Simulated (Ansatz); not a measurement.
## Charge transition levels of the N interstitial in BN, term by term

All numbers below come from DFT PBE+D3(BJ), scalar-relativistic, plane waves, PAW (Ansatz 0.2.0). Settings: 420 eV cutoff, 2×2×2 k-mesh, shifted by half a step, Gaussian smearing of 0.01 eV, collinear spin in charge 0, -2 alone.

Host crystal, relaxed:

```
B N
1.0
     1.25306    0.72345    3.29488
    -1.25306    0.72345    3.29488
     0.00000   -1.44691    3.29488
B N
1 1
Direct
  0.99970 0.99970 0.99970
  0.33274 0.33274 0.33274
```

The N interstitial was set at (0.438, 0.500, 0.625) of the host cell, in a supercell of 32 sites (287 Å³), relaxed at fixed cell in each charge q, from a start with the atoms near it displaced at random. In charges 0, -2, -1 some atom moved by up to 1.2 Å, so the relaxed defect can differ in kind from the start: near the site, 1 N at 1.88 Å, 1 N at 1.89 Å, 1 B at 1.92 Å, 1 B at 2.02 Å, 1 N at 2.08 Å, 1 N at 2.18 Å, 1 B at 2.21 Å, 1 B at 2.22 Å became 1 B at 1.51 Å, 1 N at 1.55 Å (charge 0); 3 B at 1.59 Å, 1 N at 1.93 Å (charge -2); 3 B at 1.58 Å, 1 N at 1.59 Å (charge -1). The host's Kohn–Sham gap is 4.16 eV and its static dielectric constant 5.4 (mean). For each charge: the supercell's free energy over the neutral one with q electrons exchanged at the valence band top, F(q) − F(0) + qE_v; the image-charge term; and the term that aligns the potential far from the defect with the host's.

| q | F(q) − F(0) + qE_v (eV) | image charge (eV) | alignment (eV) |
| --- | --- | --- | --- |
| 0 | 0.000 | 0.000 | 0.000 |
| -1 | 0.474 | 0.606 | -0.524 |
| -2 | 3.533 | 2.423 | -1.713 |

Problem. Add the terms and find the levels between neighbouring charges, ε(q/q′) = [A(q′) − A(q)]/(q − q′), with and without the two corrections.

Solution. A(q): 0.000 eV for 0, 0.555 eV for -1, 4.242 eV for -2.
| level | corrected (eV over E_v) | uncorrected (eV) |
| --- | --- | --- |
| (0/-1) | 0.56 | 0.47 |
| (-1/-2) | 3.69 | 3.06 |

As a check, a point charge in a simple cubic cell of this volume has q²αe²/(2εL) = 0.571 q² eV (e² = 14.40 eV Å, α = 2.837, L = 6.59 Å); the shape of the real cell and the anisotropy of ε can change it somewhat. The term grows as q², so it pushes donor levels down and acceptor levels up. The program doubts the alignment for q = -1, -2, so levels beside it are uncertain by about that term.

Problem. Which of these charges is lowest with the Fermi level at the valence band top, at mid-gap and at the conduction band bottom?

Solution. The line A(q) + qE_F that lies lowest gives the charge: 0 at E_F = 0.00 eV, -1 at E_F = 2.08 eV, -2 at E_F = 4.16 eV. Without the alignment that the program doubts, the level (-1/-2) would lie at 4.88 eV, outside the gap, so these runs don't decide whether the defect changes charge there. Charges beyond those computed could lie lower near the band edges.

Problem. The neutral defect forms at 5.20 eV with atoms taken from and returned to the elements. What are the formation energies at those three Fermi levels, and what share of sites would hold the defect at 1200 K with E_F at mid-gap, if the host still stood at that temperature?

Solution. E_f = E_f(0) + A(q) + qE_F = 5.20, 3.68, 1.12 eV. In the dilute limit the share is exp(−E_f/k_BT) = exp(−3.677/0.1034) = 3.6×10⁻¹⁶, leaving out degeneracy and vibrational entropy. This is the N-rich limit; a poorer supply of N, or a competing compound of it, raises E_f. The small cell and the narrow Kohn–Sham gap leave errors of tenths of an eV or more, which change the share by orders of magnitude.

This form isn't the usual stable structure of the compound.